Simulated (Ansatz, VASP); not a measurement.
## Two plane-wave programs on Mo

```
Mo
1.0
     2.68259    0.00000    0.00000
    -1.34129    2.32319    0.00000
     0.00000    0.00000    4.71980
Mo
2
Direct
  0.33333 0.66667 0.25000
  0.66667 0.33333 0.75000
```

Alike in both runs: task single point; functional LDA; k mesh 15 × 15 × 8; occupations fermi-dirac, width 0.1 eV; no spin polarisation.

|  | VASP | Ansatz |
| --- | --- | --- |
| version | VASP 6.6.1 | Ansatz 0.2.0 |
| potentials or method | VASP PAW LDA potentials, release 64 (Mo_sv) | plane waves (420 eV) with PAW, scalar-relativistic |
| plane-wave cutoff (eV) | 520 | 420 |
| valence electrons in the cell | 28 | 28 |

Ansatz gave:

- pressure (GPa): 12.1
- largest component of the traceless stress (GPa): 0.97

Estimate VASP's values.

pressure (GPa): 13.3; largest component of the traceless stress (GPa): 1.17.

Ansatz warned: «pseudo_functional_mismatch».
